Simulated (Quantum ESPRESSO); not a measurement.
**SnTe under changes of volume**

One of the cells (31.281 Å³/atom); the others are scaled copies at fixed shape and fractional positions:

```xyz
2
Lattice="0.0000 3.1509 3.1509 3.1509 0.0000 3.1509 3.1509 3.1509 0.0000" Properties=species:S:1:pos:R:3 pbc="T T T"
Te    3.1509    3.1509    3.1509
Sn    0.0000    0.0000    0.0000
```

| Property | Result |
| --- | --- |
| Program | Quantum ESPRESSO 7.5 |
| Functional | LDA |
| Potentials or basis | GBRV 1.5 LDA |
| Cutoff | 925 eV |
| Density cutoff | 7401 eV |
| k mesh | 7 × 7 × 7 |
| Occupations | fermi-dirac, width 0.05 eV |
| Spin | no spin polarisation |

```tsv
volume (Å³/atom)	energy over the lowest point (meV/atom)	pressure (GPa)
29.404	3.15	1.3
30.030	0.00	0.2
30.656	1.08	-0.9
31.281	5.91	-1.8
31.907	14.09	-2.6
32.532	?	?
33.158	39.05	-4.0
```

Question: What does the run at 32.532 Å³/atom give?

Answer: Energy over the lowest point 25.24 meV/atom; pressure -3.3 GPa.

Worked out: A Birch-Murnaghan fit of order 3 (a polynomial in V^(-2/3)) to the other rows has its minimum at 30.17 Å³/atom with B0 = V·E''(V) = 51 GPa and B' = 4.6. It gives 25.24 meV/atom at 32.532 Å³/atom, against the run's 25.24, and -dE/dV = -3.2 GPa, against -3.3.

Energies are extrapolated to zero smearing.
